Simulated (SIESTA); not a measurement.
## MoS2 in SIESTA: the effect of Hubbard term

MoS2:

```
Mo S
1.0
     1.58550    0.91539    6.11500
    -1.58550    0.91539    6.11500
     0.00000   -1.83078    6.11500
Mo S
1 2
Direct
  0.00000 0.00000 0.00000
  0.25000 0.25000 0.25000
  0.75000 0.75000 0.75000
```

Measurements of this composition are mostly on another form, of space group No. 194.

Alike in all runs:

- Program: SIESTA 5.4.2
- Task: density of states
- Functional: PBEsol
- Potentials or basis: PseudoDojo 0.4 standard (PBEsol files)
- Basis: DZP (energy shift 0.003 Ry; two zetas on semicore shells)
- Grid cutoff: 800 Ry
- Energy shift: 0.003 Ry
- k mesh: 8 × 8 × 8
- Occupations: fermi-dirac, width 0.05 eV
- Spin: no spin polarisation
- Hubbard projector method: 1
- U from the first cycle: yes
- broadening (eV): 0.05 eV
- window from (eV): -10 eV
- window to (eV): 10 eV
- energy points: 201

```csv
Hubbard term,pressure (GPa),largest force (eV/Å)
none,?,?
Mo d U = 2 eV,5.0,1.01
Mo d U = 4 eV,3.9,0.86
```

Question: What does the run with Hubbard term none give?

Answer: Pressure 6.0 GPa; largest force 1.14 eV/Å.

Caveats: the cell's inner coordinates are idealised or old, which leaves forces on the atoms; the basis of atomic orbitals isn't converged, which shifts pressures, moduli and gaps; U without spin polarisation on a metal has little footing (some runs).
